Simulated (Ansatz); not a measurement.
GaN:

```
Ga N
1.0
     0.00000    2.25350    2.25350
     2.25350    0.00000    2.25350
     2.25350    2.25350    0.00000
Ga N
1 1
Direct
  0.00000 0.00000 0.00000
  0.25000 0.25000 0.25000
```

The cell is a database's computed one.

```yaml
Program: Ansatz 0.2.0
Task: relaxation of cell and atoms
Functional: RPBE
Potentials_or_basis: all-electron LAPW, scalar-relativistic
Basis_error_allowed: 0.001 eV/atom
k_mesh: 10 × 10 × 10
Occupations: fermi-dirac, width 0.05 eV
Spin: no spin polarisation
```

At the start: volume 11.44 Å³/atom.

Question: How do energy, volume and symmetry change on relaxing?

Answer: Over 5 steps the energy falls by 15.7 meV/atom and the volume is 12.03 Å³/atom (+5.1 %); space group F-43m (No. 216, to 0.05 Å).

The path:
| step | energy change (eV) | largest force (eV/Å) | volume (Å³) |
| --- | --- | --- | --- |
| 1 | 0.0000 | 0.0000 | 22.89 |
| 2 | -0.0256 | 0.0000 | 23.54 |
| 3 | -0.0313 | 0.0000 | 24.02 |
| 4 | -0.0314 | 0.0000 | 24.06 |
| 5 | -0.0314 | 0.0000 | 24.06 |

Final structure:
```xyz
2
Lattice="0.0000 2.2913 2.2913 2.2913 0.0000 2.2913 2.2913 2.2913 0.0000" Properties=species:S:1:pos:R:3 pbc="T T T"
Ga    0.0000    0.0000    0.0000
N     1.1457    1.1457    1.1457
```
